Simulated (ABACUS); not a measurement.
# Si2Ni (Fm-3m) in ABACUS: a series of runs, part 2 of 2

ABACUS 3.10.1. Earlier steps stand in the parts before.

## 3. Single point, PBE, collinear spin, ferromagnetic start (atoms moved at random, drawn with an rms of 0.05 Å)

File INPUT:

```
INPUT_PARAMETERS
suffix              Si2Ni
calculation         scf
basis_type          lcao
pseudo_dir          ./
orbital_dir         ./
symmetry            1
dft_functional      pbe
ecutwfc             100
pseudo_rcut         10
nspin               2
nbands              18
ks_solver           genelpa
smearing_method     fd
smearing_sigma      0.00367493
scf_thr             1e-07
scf_nmax            100
mixing_type         broyden
mixing_beta         0.4
cal_force           1
cal_stress          1
out_mul             1
```

File STRU:

```
ATOMIC_SPECIES
Ni 58.6934 Ni.upf
Si 28.0850 Si.upf

NUMERICAL_ORBITAL
Ni_confined-atom_7au_3s2p2d1f.orb
Si_confined-atom_7au_2s2p1d.orb

LATTICE_CONSTANT
1.8897261246

LATTICE_VECTORS
0.0000000000 2.7030000000 2.7030000000
2.7030000000 0.0000000000 2.7030000000
2.7030000000 2.7030000000 0.0000000000

ATOMIC_POSITIONS
Direct

Ni
0.0
1
0.0049260000 0.0098940000 -0.0046020000 1 1 1 mag 1

Si
0.0
2
0.7533160000 0.7508790000 0.7664170000 1 1 1 mag 0
0.2446960000 0.2529610000 0.2551780000 1 1 1 mag 0
```

File KPT:

```
K_POINTS
0
Gamma
9 9 9 0 0 0
```

Potentials or basis: PseudoDojo NC SR 0.4.1 PBE standard, DZP LCAO (the cutoffs set its grid).

On the command line:

```sh
OMP_NUM_THREADS=1 mpirun -np 4 abacus > log
```

running log:

```text
ABACUS v3.10.1

               Atomic-orbital Based Ab-initio Computation at UStc

 ------------------------------------------------------------------------------------

 READING GENERAL INFORMATION
                           global_out_dir = OUT.Si2Ni/
                           global_in_card = INPUT
                               pseudo_dir = ./
                              orbital_dir = ./
                                    DSIZE = 4
                                    GSIZE = 1
[... 5 lines left out ...]

 READING ATOM TYPE 1
                               atom label = Ni
                      L=0, number of zeta = 3
                      L=1, number of zeta = 2
                      L=2, number of zeta = 2
                      L=3, number of zeta = 1
             number of atom for this type = 1
               magnetization of element 1 = 1

 READING ATOM TYPE 2
                               atom label = Si
                      L=0, number of zeta = 2
                      L=1, number of zeta = 2
                      L=2, number of zeta = 1
             number of atom for this type = 2
               magnetization of element 2 = 0

                        TOTAL ATOM NUMBER = 3
DIRECT COORDINATES
    atom                   x                   y                   z     mag                  vx                  vy                  vz
taud_Ni1            0.0049260000        0.0098940000        0.9953980000  1.0000        0.0000000000        0.0000000000        0.0000000000
taud_Si1            0.7533160000        0.7508790000        0.7664170000  0.0000        0.0000000000        0.0000000000        0.0000000000
taud_Si2            0.2446960000        0.2529610000        0.2551780000  0.0000        0.0000000000        0.0000000000        0.0000000000

                          Volume (Bohr^3) = 266.541
                             Volume (A^3) = 39.4973

 Lattice vectors: (Cartesian coordinate: in unit of a_0)
                   +0              +2.703              +2.703
               +2.703                  +0              +2.703
               +2.703              +2.703                  +0
 Reciprocal vectors: (Cartesian coordinate: in unit of 2 pi/a_0)
             -0.18498            +0.18498            +0.18498
             +0.18498            -0.18498            +0.18498
             +0.18498            +0.18498            -0.18498
 The esolver type has been set to : ksdft_lcao

                PAO radial cut off (Bohr) = 10

 Read in pseudopotential file is Ni.upf
                     pseudopotential type = NC
          exchange-correlation functional = PBE
                 nonlocal core correction = 1
                        valence electrons = 18
                                     lmax = 2
                           number of zeta = 4
[... 7 lines left out ...]
                PAO radial cut off (Bohr) = 10

 Read in pseudopotential file is Si.upf
                     pseudopotential type = NC
          exchange-correlation functional = PBE
                 nonlocal core correction = 1
                        valence electrons = 4
                                     lmax = 2
                           number of zeta = 2
                     number of projectors = 6
                           L of projector = 0
                           L of projector = 0
                           L of projector = 1
                           L of projector = 1
                           L of projector = 2
                           L of projector = 2
     initial pseudo atomic orbital number = 18
 The readin total magnetization is 1

 SETUP THE ELECTRONS NUMBER
            electron number of element Ni = 18
      total electron number of element Ni = 18
            electron number of element Si = 4
      total electron number of element Si = 8
[... 134 lines left out ...]

[... K-POINTS CARTESIAN COORDINATES: 730 rows ...]

[... K-POINTS DIRECT COORDINATES: 730 rows ...]

 SETUP PLANE WAVES FOR WAVE FUNCTIONS
     energy cutoff for wavefunc (unit:Ry) = 100
              fft grid for wave functions = [ 45, 45, 45 ]
                    number of plane waves = 5817
                         number of sticks = 433

 PARALLEL PW FOR WAVE FUNCTIONS
     PROC   COLUMNS(POT)             PW
        1            107           1455
        2            109           1454
        3            108           1454
        4            109           1454
 --------------- sum -------------------
        4            433           5817

 SET NONLOCAL PSEUDOPOTENTIAL PROJECTORS
 SET NONLOCAL PSEUDOPOTENTIAL PROJECTORS
 max number of nonlocal projetors among all species is 6

 -------------------------------------------
 SELF-CONSISTENT
 -------------------------------------------

 SETUP SEARCHING RADIUS FOR PROGRAM TO SEARCH ADJACENT ATOMS
                  longest orb rcut (Bohr) = 7
   longest nonlocal projector rcut (Bohr) = 1.94
                     search radius (Bohr) = 17.9
              searching radius is (Bohr)) = 17.9
         searching radius unit is (Bohr)) = 1.89
                         PeriodicBoundary = 1
                        Radius(unit:lat0) = 9.46
                                   glayer = [ 5, 5, 5 ]
                             glayer_minus = [ 4, 4, 4 ]

Find the coordinate range of the input atom(unit:lat0).
                                  min_tau = [ -20.3, -20.3, -21.6 ]
                                  max_tau = [ 25.7, 25.7, 25.7 ]
                                BoxNumber = [ 9, 9, 9 ]

 SETUP EXTENDED REAL SPACE GRID FOR GRID INTEGRATION
                          real space grid = [ 45, 45, 45 ]
                 big cell numbers in grid = [ 15, 15, 15 ]
             meshcell numbers in big cell = [ 3, 3, 3 ]
                        extended fft grid = [ 18, 18, 18 ]
                dimension of extened grid = [ 52, 52, 52 ]
                            UnitCellTotal = 125
              Atom number in sub-FFT-grid = 3
    Local orbitals number in sub-FFT-grid = 52
                                ParaV.nnr = 54336
                                 init_chg = atomic

 LCAO ALGORITHM --------------- ION=   1  ELEC=   1--------------------------------
          total magnetism (Bohr mag/cell) = 0.148023
       absolute magnetism (Bohr mag/cell) = 0.219837
                        nelec for spin up = 13.074
                      nelec for spin down = 12.926
[... 241 lines left out ...]
 Density error is 8.38215194928e-08
----------------------------------------------------------
     Energy           Rydberg                 eV
----------------------------------------------------------
 E_KohnSham     -352.5553820148      -4796.7620559682
 E_KS(sigma->0) -352.5551079008      -4796.7583264563
 E_Harris       -352.5553815520      -4796.7620496710
 E_band         -25.0047759861       -340.2074306242
 E_one_elec     -261.2242460118      -3554.1382015149
 E_Hartree      143.7025885124       1955.1740211182
 E_xc           -49.2694352136       -670.3450561472
 E_Ewald        -185.7637410738      -2527.4453604005
 E_entropy(-TS) -0.0005482279        -0.0074590238
 E_descf        0.0000000000         0.0000000000
 E_exx          0.0000000000         0.0000000000
 E_Fermi        0.9879001223         13.4410707184
----------------------------------------------------------

 charge density convergence is achieved
 final etot is -4796.762056 eV
 EFERMI = 13.441070718 eV

 STATE ENERGY(eV) AND OCCUPATIONS    NSPIN == 2
SPIN UP :
 1/365 kpoint (Cartesian) = 0.0000 0.0000 0.0000 (1147 pws)
       1       -91.1873     0.00137174
       2       -51.6036     0.00137174
       3       -51.5743     0.00137174
       4       -51.5595     0.00137174
       5      -0.482656     0.00137174
       6        8.17074     0.00137174
[... 98 lines left out ...]
       5      -0.299341     0.00274348
       6        7.82490     0.00274348
[... 10 lines left out ...]
      17        17.3188    5.70835e-37
      18        17.5574    4.83545e-39

[... levels at 724 further k points ...]

-------------------------------------------------
 Total Magnetism (uB)
-------------------------------------------------
                        Ni1        -0.0000001288
                        Si1         0.0000000645
                        Si2         0.0000000654
-------------------------------------------------

 correction force for each atom along direction 1 is 3.26975e-07
 correction force for each atom along direction 2 is -7.13026e-07
 correction force for each atom along direction 3 is 6.83255e-07
------------------------------------------------------------------------------------------
 TOTAL-FORCE (eV/Angstrom)
------------------------------------------------------------------------------------------
                       Ni1         0.1896167900         0.2679075917        -0.3761242768
                       Si1        -0.2237516980        -0.4334195659         0.0711639377
                       Si2         0.0341349080         0.1655119742         0.3049603391
------------------------------------------------------------------------------------------

----------------------------------------------------------------
 TOTAL-STRESS (KBAR)
----------------------------------------------------------------
        57.9275458945         7.7317645863        17.4211730399
         7.7317645863        58.8165886493         7.3306294726
        17.4211730399         7.3306294726        57.0934257032
----------------------------------------------------------------
 TOTAL-PRESSURE: 57.945853 KBAR

 --------------------------------------------
 !FINAL_ETOT_IS -4796.7620559681845407 eV
 --------------------------------------------
```

It took 26 s on 4 MPI ranks of AMD EPYC 9B45 (Zen 5), shared host; peak memory 0.8 GiB.

What came out:

- Free energy: -4796.7621 eV
- Pressure: 5.8 GPa
- Largest force: 0.499 eV/Å
- Band gap on the k mesh: none (metal or under the smearing width)
- Net moment: 0.00 μB per cell
- Absolute moment: 0.00 μB per cell
- Mulliken charges: Ni -0.26; Si +0.13 e

Forces on the atoms (eV/Å):
```
Ni   0.190  0.268 -0.376
Si  -0.224 -0.433  0.071
Si   0.034  0.166  0.305
```

Stress tensor (GPa, compression positive):
```
5.79 0.77 1.74
0.77 5.88 0.73
1.74 0.73 5.71
```

Caveat: the atomic orbitals were generated for these runs and aren't a published set; Mulliken charges move with the basis; the basis of atomic orbitals isn't converged, which shifts pressures, moduli and gaps.

## 4. Single point, PBE, collinear spin, ferromagnetic start

INPUT is that of step 3.

File STRU:

```
ATOMIC_SPECIES
Ni 58.6934 Ni.upf
Si 28.0850 Si.upf

NUMERICAL_ORBITAL
Ni_confined-atom_7au_4s3p3d1f.orb
Si_confined-atom_7au_3s3p2d1f.orb

LATTICE_CONSTANT
1.8897261246

LATTICE_VECTORS
0.0000000000 2.7030000000 2.7030000000
2.7030000000 0.0000000000 2.7030000000
2.7030000000 2.7030000000 0.0000000000

ATOMIC_POSITIONS
Direct

Ni
0.0
1
0.0000000000 0.0000000000 0.0000000000 1 1 1 mag 1

Si
0.0
2
0.7500000000 0.7500000000 0.7500000000 1 1 1 mag 0
0.2500000000 0.2500000000 0.2500000000 1 1 1 mag 0
```

KPT is that of step 3.

Potentials or basis: PseudoDojo NC SR 0.4.1 PBE standard, TZDP LCAO (the cutoffs set its grid).

On the command line:

```sh
OMP_NUM_THREADS=1 mpirun -np 4 abacus > log
```

It took 24 s on 4 MPI ranks of AMD EPYC 9B45 (Zen 5), shared host; peak memory 0.64 GiB.

It converged, with:

| Property | Result |
| --- | --- |
| Free energy | -4797.0583 eV |
| Pressure | 4.3 GPa |
| Band gap on the k mesh | none (metal or under the smearing width) |
| Net moment | 0.00 μB per cell |
| Absolute moment | 0.00 μB per cell |
| Mulliken charges | Ni -0.53; Si +0.27 e |

Levels at points of the mesh, in eV from the Fermi level:
Spin up:
```csv
k point,band 11,band 12,band 13,band 14,band 15,band 16
"(0.00, 0.00, 0.00)",-0.35,1.69,1.69,1.69,2.24,2.24
```
Spin down:
| k point | band 10 | band 11 | band 12 | band 13 | band 14 | band 15 | band 16 | band 17 |
| --- | --- | --- | --- | --- | --- | --- | --- | --- |
| (0.00, 0.00, 0.00) | -3.50 | -0.35 | 1.69 | 1.69 | 1.69 | 2.24 | 2.24 | 2.24 |

Caveat: the atomic orbitals were generated for these runs and aren't a published set; Mulliken charges move with the basis; the basis of atomic orbitals isn't converged, which shifts pressures, moduli and gaps.

## 5. Overview

```csv
potentials or basis,cell,gap on the mesh (eV),pressure (GPa),moment (μB)
"PseudoDojo NC SR 0.4.1 PBE standard, DZP LCAO (the cutoffs set its grid)",as given,none,5.6,0.00
"PseudoDojo NC SR 0.4.1 PBE standard, DZP LCAO (the cutoffs set its grid)","atoms moved at random, drawn with an rms of 0.05 Å",none,5.8,0.00
"PseudoDojo NC SR 0.4.1 PBE standard, TZDP LCAO (the cutoffs set its grid)",as given,none,4.3,0.00
```

Alike in all rows: task single point; level PBE; spin collinear, ferromagnetic start; k mesh 9 × 9 × 9; cutoff (eV) 1361; smearing fermi-dirac 0.05 eV.

Caveats: the atomic orbitals were generated for these runs and aren't a published set; the basis of atomic orbitals isn't converged, which shifts pressures, moduli and gaps.

Total energies depend on the potentials used, so only differences within one code and one set of settings carry meaning.
